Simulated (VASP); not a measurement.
# SiC (P6_3mc) in VASP: Born charges and dielectric tensor with PBE

Aim: the Born charges and dielectric tensor of SiC with PBE.

All numbers are computed with VASP 6.6.1; they aren't measurements. Logs are shortened: lines on timing, memory, paths and dates and some standing lists are left out, and cuts for length are marked.

## 1. The crystal as given

It takes space group P6_3mc (No. 186, hexagonal). The conventional cell has a = 3.092 Å, b = 3.092 Å, c = 5.074 Å, α = 90.00°, β = 90.00°, γ = 120.00°. Si (site symmetry 3m) has 4 C at 1.89 to 1.91 Å as nearest neighbours. Around C (site symmetry 3m) lie 4 Si at 1.89 to 1.91 Å.

## 2. Born charges and dielectric tensor, PBE

INCAR

```
SYSTEM = SiC
ALGO = Normal ; EDIFF = 1E-8
ENCUT = 520 ; GGA = PE
IBRION = 8 ; ISIF = 2
ISMEAR = 0 ; KPAR = 4
LASPH = .TRUE. ; LCHARG = .FALSE.
LEPSILON = .TRUE. ; LREAL = .FALSE.
LWAVE = .FALSE. ; NELM = 60
NSW = 1 ; PREC = Accurate
SIGMA = 0.02
```

KPOINTS

```
k-points
0
G
  9 9 4
  0 0 0
```

POSCAR

```
SiC                                     
1.0
    3.0917635288      0.0000000000      0.0000000000
   -1.5458817644      2.6775457563      0.0000000000
    0.0000000000      0.0000000000      5.0738839412
  Si              C             
     2     2
Direct
     0.3333333300000021    0.6666666699999979    0.0045734908181814
     0.6666666699999979    0.3333333300000021    0.5045734908181814
     0.3333333300000021    0.6666666699999979    0.3804265091818166
     0.6666666699999979    0.3333333300000021    0.8804265091818166
```

Potentials or basis: VASP PAW PBE potentials, release 64 (Si, C).

Run with:

```sh
> cat potpaw_PBE.64/Si/POTCAR potpaw_PBE.64/C/POTCAR > POTCAR
> mpirun -np 4 vasp_std > vasp.out
```

OUTCAR:

```text
SYSTEM = SiC
   EDIFF = 1E-8
   ENCUT = 520
   GGA = PE
   IBRION = 8
   ISIF = 2
   ISMEAR = 0
   LASPH = .TRUE.
   LEPSILON = .TRUE.
   LREAL = .FALSE.
   NELM = 60
   NSW = 1
   PREC = Accurate

 ion  position               nearest neighbor table
   1  0.333  0.667  0.005-   4 1.89   4 1.89   4 1.89   3 1.91   2 3.10   2 3.10   2 3.10   2 3.10
                             2 3.10   2 3.10
   2  0.667  0.333  0.505-   3 1.89   3 1.89   3 1.89   4 1.91   1 3.10   1 3.10   1 3.10   1 3.10
                             1 3.10   1 3.10
   3  0.333  0.667  0.380-   2 1.89   2 1.89   2 1.89   1 1.91
   4  0.667  0.333  0.880-   1 1.89   1 1.89   1 1.89   2 1.91

  LATTYP: Found a hexagonal cell.
 ALAT       =     3.0917635288
 C/A-ratio  =     1.6410970289

  Lattice vectors:

 A1 = (   3.0917635288,   0.0000000000,   0.0000000000)
 A2 = (  -1.5458817644,   2.6775457563,   0.0000000000)
 A3 = (   0.0000000000,   0.0000000000,   5.0738839412)

Analysis of symmetry for initial positions (statically):
=====================================================================
 Subroutine PRICEL returns:
 Original cell was already a primitive cell.

 Routine SETGRP: Setting up the symmetry group for a
 hexagonal supercell.

 Subroutine GETGRP returns: Found 12 space group operations
 (whereof  6 operations were pure point group operations)
 out of a pool of 24 trial point group operations.

The static configuration has the point symmetry C_3v.
 The point group associated with its full space group is C_6v.

Analysis of symmetry for dynamics (positions and initial velocities):
=====================================================================
 Subroutine PRICEL returns:
 Original cell was already a primitive cell.

 Routine SETGRP: Setting up the symmetry group for a
 hexagonal supercell.

 Subroutine GETGRP returns: Found 12 space group operations
 (whereof  6 operations were pure point group operations)
 out of a pool of 24 trial point group operations.

The dynamic configuration has the point symmetry C_3v.
 The point group associated with its full space group is C_6v.

 Subroutine INISYM returns: Found 12 space group operations
 (whereof  6 operations are pure point group operations),
 and found     1 'primitive' translations

----------------------------------------------------------------------------------------

                                     Primitive cell

  volume of cell :      42.0033

  direct lattice vectors                    reciprocal lattice vectors
     3.091763529  0.000000000  0.000000000     0.323440001  0.186738172  0.000000000
    -1.545881764  2.677545756  0.000000000     0.000000000  0.373476344  0.000000000
     0.000000000  0.000000000  5.073883941     0.000000000  0.000000000  0.197087677

  length of vectors
     3.091763529  3.091763527  5.073883941     0.373476344  0.373476344  0.197087677

  position of ions in fractional coordinates (direct lattice)
     0.333333330  0.666666670  0.004573491
     0.666666670  0.333333330  0.504573491
     0.333333330  0.666666670  0.380426509
[... 557 lines left out ...]
     0.47196 -0.00000  0.00000
     0.00000  0.47196  0.00000
    -0.00000  0.00000 -0.82019

[... ionic steps 4 to 9 ...]

--------------------------------------- Ionic step       10  -------------------------------------------

------------------------ aborting loop because EDIFF is reached ----------------------------------------

[... ionic steps 11 to 11 ...]

--------------------------------------- Ionic step       12  -------------------------------------------

 Free energy of the ion-electron system (eV)
  ---------------------------------------------------
  ---------------------------------------------------
  free energy    TOTEN  =        -0.13501498 eV

  energy without entropy =       -0.13501498

------------------------ aborting loop because EDIFF is reached ----------------------------------------

 INTERNAL STRAIN TENSOR  FOR ION    3  DIRECTION 3   (eV/Angst):
 -----------------------------------------------------------------------------
     4.64757  0.00000  0.00000
     0.00000  4.64757  0.00000
     0.00000 -0.00000 -8.76689

 MACROSCOPIC STATIC DIELECTRIC TENSOR (including local field effects in DFT)
 ------------------------------------------------------
           7.008071    -0.000000     0.000000
           0.000000     7.008071     0.000000
           0.000000    -0.000000     7.251755
 ------------------------------------------------------

 PIEZOELECTRIC TENSOR (including local field effects)  for field in x, y, z        (e  Angst)
          XX          YY          ZZ          XY          YZ          ZX
  --------------------------------------------------------------------------------
  x     0.00000     0.00000     0.00000     0.00000     0.00000     1.53624
  y    -0.00000     0.00000     0.00000     0.00000     1.53624     0.00000
  z     1.23730     1.23730    -2.15025     0.00000     0.00000     0.00000

 PIEZOELECTRIC TENSOR (including local field effects)  for field in x, y, z        (C/m^2)
          XX          YY          ZZ          XY          YZ          ZX
  --------------------------------------------------------------------------------
  x     0.00000     0.00000     0.00000     0.00000     0.00000     0.58599
  y    -0.00000     0.00000     0.00000     0.00000     0.58599     0.00000
  z     0.47196     0.47196    -0.82019     0.00000     0.00000     0.00000

 BORN EFFECTIVE CHARGES (including local field effects) (in |e|, cummulative output)
 ---------------------------------------------------------------------------------
 ion    1
    1     2.64786     0.00000     0.00000
    2     0.00000     2.64786    -0.00000
    3     0.00000     0.00000     2.84059
 ion    2
    1     2.64786     0.00000    -0.00000
    2     0.00000     2.64786     0.00000
    3     0.00000     0.00000     2.84059
 ion    3
    1    -2.64786     0.00000     0.00000
    2     0.00000    -2.64786     0.00000
    3     0.00000    -0.00000    -2.84059
 ion    4
    1    -2.64786    -0.00000     0.00000
    2     0.00000    -2.64786     0.00000
    3     0.00000     0.00000    -2.84059

 INTERNAL STRAIN TENSOR FOR ION    4 for displacements in x,y,z  (eV/Angst):
          X           Y           Z          XY          YZ          ZX
  --------------------------------------------------------------------------------
  x     0.00000     0.00000     0.00000     8.86401     0.00000     5.28118
  y     8.86401    -8.86401     0.00000     0.00000     5.47045    -0.00000
  z     4.64757     4.64757    -8.76689     0.00000     0.00000     0.00000

 SECOND DERIVATIVES (NOT SYMMETRIZED)
 ------------------------------------
               1X          1Y          1Z          2X          2Y          2Z          3X          3Y          3Z          4X          4Y          4Z
  1X   -19.385069    0.000000   -0.000000    0.620442    0.000000    0.000000    2.155153    0.000000    0.000000   16.609473    0.000000    0.000000
  1Y     0.000000  -19.385069    0.000000    0.000000    0.620442    0.000000    0.000000    2.155153    0.000000    0.000000   16.609473    0.000000
  1Z     0.000000    0.000000  -26.331502    0.000000    0.000000    8.948307    0.000000   -0.000000    8.433028    0.000000    0.000000    8.950167
  2X     0.620442    0.000000    0.000000  -19.385069    0.000000    0.000000   16.609473   -0.000000    0.000000    2.155153    0.000000    0.000000
  2Y     0.000000    0.620442   -0.000000   -0.000000  -19.385069   -0.000000    0.000000   16.609473    0.000000    0.000000    2.155153   -0.000000
  2Z    -0.000000   -0.000000    8.948307    0.000000    0.000000  -26.331502    0.000000   -0.000000    8.950167    0.000000    0.000000    8.433028
  3X     2.155573    0.000000    0.000000   16.610665    0.000000   -0.000000  -18.764296    0.000000   -0.000000   -0.001942   -0.000000    0.000000
  3Y     0.000000    2.155573    0.000000   -0.000000   16.610665    0.000000    0.000000  -18.764296    0.000000    0.000000   -0.001942    0.000000
  3Z     0.000000    0.000000    8.366124    0.000000    0.000000    9.016251    0.000000    0.000000  -23.394219    0.000000   -0.000000    6.011844
  4X    16.610665    0.000000   -0.000000    2.155573   -0.000000    0.000000   -0.001942    0.000000    0.000000  -18.764296    0.000000    0.000000
  4Y    -0.000000   16.610665   -0.000000    0.000000    2.155573    0.000000   -0.000000   -0.001942    0.000000    0.000000  -18.764296    0.000000
  4Z     0.000000    0.000000    9.016251    0.000000    0.000000    8.366124    0.000000    0.000000    6.011844    0.000000    0.000000  -23.394219

 Eigenvectors and eigenvalues of the dynamical matrix
 ----------------------------------------------------

   1 f  =   24.465531 THz   153.721466 2PiTHz  816.082274 cm-1   101.181261 meV
             X         Y         Z           dx          dy          dz
     -0.000000  1.785031  0.023205     0.000000   -0.000000   -0.018829
      1.545882  0.892515  2.560147     0.000000   -0.000000    0.018829
     -0.000000  1.785031  1.930240    -0.000000    0.000000   -0.706856
      1.545882  0.892515  4.467182    -0.000000    0.000000    0.706856
[... 71 lines left out ...]
  12 f/i=    0.000459 THz     0.002884 2PiTHz    0.015313 cm-1     0.001899 meV
             X         Y         Z           dx          dy          dz
     -0.000000  1.785031  0.023205    -0.584923    0.089976   -0.000000
      1.545882  0.892515  2.560147    -0.584923    0.089976   -0.000000
     -0.000000  1.785031  1.930240    -0.382501    0.058839   -0.000000
      1.545882  0.892515  4.467182    -0.382501    0.058839   -0.000000

--------------------------------------------------------------------------------------------------------

 MACROSCOPIC STATIC DIELECTRIC TENSOR IONIC CONTRIBUTION
 ------------------------------------------------------
           3.219170    -0.000000    -0.000000
          -0.000000     3.219170     0.000000
          -0.000000     0.000000     3.999543
 ------------------------------------------------------

 ELASTIC MODULI CONTR FROM IONIC RELAXATION (kBar)
 Direction    XX          YY          ZZ          XY          YZ          ZX
 --------------------------------------------------------------------------------
 XX        -414.7905    224.9562    179.0871     -0.0000      0.0000     -0.0000
 YY         224.9562   -414.7905    179.0871      0.0000     -0.0000      0.0000
 ZZ         179.0871    179.0871   -337.8966      0.0000      0.0000     -0.0000
 XY          -0.0000      0.0000      0.0000   -319.8734      0.0000      0.0000
 YZ           0.0000     -0.0000      0.0000      0.0000   -105.1619      0.0000
 ZX          -0.0000      0.0000     -0.0000      0.0000      0.0000   -112.8821
 --------------------------------------------------------------------------------

 PIEZOELECTRIC TENSOR IONIC CONTR  for field in x, y, z        (C/m^2)
          XX          YY          ZZ          XY          YZ          ZX
  --------------------------------------------------------------------------------
  x    -0.00000     0.00000    -0.00000     0.00000     0.00000    -0.56723
  y     0.00000    -0.00000     0.00000     0.00000    -0.54749     0.00000
  z    -0.57976    -0.57976     1.09388    -0.00000    -0.00000     0.00000
```

Run time: 3.9 min. Hardware: 4 MPI ranks of Intel Xeon Platinum 8259CL at 2.50GHz (Skylake/Cascade Lake), shared host; peak memory 0.34 GiB.

Results:

```
Band gap on the k mesh                                  : 2.30 eV, indirect (least direct gap 3.98 eV)
Electronic dielectric tensor (diagonal)                 : 7.01, 7.01, 7.25
Born charges (mean of the diagonal)                     : Si +2.71; C -2.71 e
Highest phonon frequency at Γ, LO-TO splitting left out : 816 cm⁻¹
```

Phonon frequencies in cm⁻¹ (negative: imaginary):
| q point | frequencies |
| --- | --- |
| (0.000, 0.000, 0.000) | 0 0 0 257 257 584 743 743 750 779 779 816 |

Electronic dielectric tensor:
```
7.01 0.00 0.00
0.00 7.01 0.00
0.00 0.00 7.25
```

Born effective charge tensors (e):
atom 1, Si
```
2.65 0.00 0.00
0.00 2.65 0.00
0.00 0.00 2.84
```
atom 2, Si
```
2.65 0.00 0.00
0.00 2.65 0.00
0.00 0.00 2.84
```
atom 3, C
```
-2.65  0.00  0.00
 0.00 -2.65  0.00
 0.00  0.00 -2.84
```
atom 4, C
```
-2.65  0.00  0.00
 0.00 -2.65  0.00
 0.00  0.00 -2.84
```

Caveat: an odd mesh through Γ misses points on the zone boundary, where band edges often lie. As with any semilocal functional, this PBE gap is likely too small.
